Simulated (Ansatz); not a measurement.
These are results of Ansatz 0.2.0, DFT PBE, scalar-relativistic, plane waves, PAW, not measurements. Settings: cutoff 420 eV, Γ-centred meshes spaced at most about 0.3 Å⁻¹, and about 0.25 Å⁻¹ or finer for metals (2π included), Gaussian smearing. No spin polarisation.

Energies count from the standard state of Se at the same level.

Temperature and zero-point effects are left out. Larger cells and other orderings weren't all tried, so the list isn't exhaustive. The reference form of Se is held partly by dispersion forces, which this level lacks.

A search for Se sheets gave 4 distinct relaxed structures. All are two-dimensional sheets, periodic along a and b, with vacuum along c. Coordination counts all near atoms (those within 1.25 times the shortest such distance or 1.15 times the sum of covalent radii; a plus sign parts nearer from farther groups; a slash parts the counts of unlike sites). Cells relaxed within their symmetry can be saddle points.

Question: Which structure of Se came out lowest?

Answer: The one with layer group pmma (No. 41), reached from: thin slice cut from a crystal along (100), changed on relaxing. It has a = 2.807 Å, b = 4.681 Å, γ = 90.0°, thickness 1.01 Å between the outermost nuclei, 6.6 Å²/atom, no gap on the mesh. Se at height 0.00 Å has 4 Se at 2.55–2.81 Å. Its energy over the standard state is +0.17 eV/atom. It lies above the standard state, so it could only be metastable.

```cif
data_structure
_symmetry_space_group_name_H-M 'P 1'
_symmetry_Int_Tables_number 1
_cell_length_a 2.8067
_cell_length_b 4.6808
_cell_length_c 26.0228
_cell_angle_alpha 90.000
_cell_angle_beta 90.000
_cell_angle_gamma 90.000
_cell_volume 341.88
loop_
_atom_site_label
_atom_site_type_symbol
_atom_site_fract_x
_atom_site_fract_y
_atom_site_fract_z
_atom_site_occupancy
Se1 Se 0.99950 0.25000 0.28810 1
Se2 Se 0.00050 0.75000 0.32674 1
```

Question: How much higher is the p4/mmm structure with 6.9 Å²/atom and coordination Se 4 (reached from: random sheet)?

Answer: 47 meV/atom. It has no gap on its mesh.

Question: How much higher is the p6/mmm structure with 2.7 Å²/atom and coordination Se 1+6/2+6 (reached from: random sheet)?

Answer: 253 meV/atom. It has no gap on its mesh.

Some candidate types were left out of the draw beforehand, so a known form may be missing.
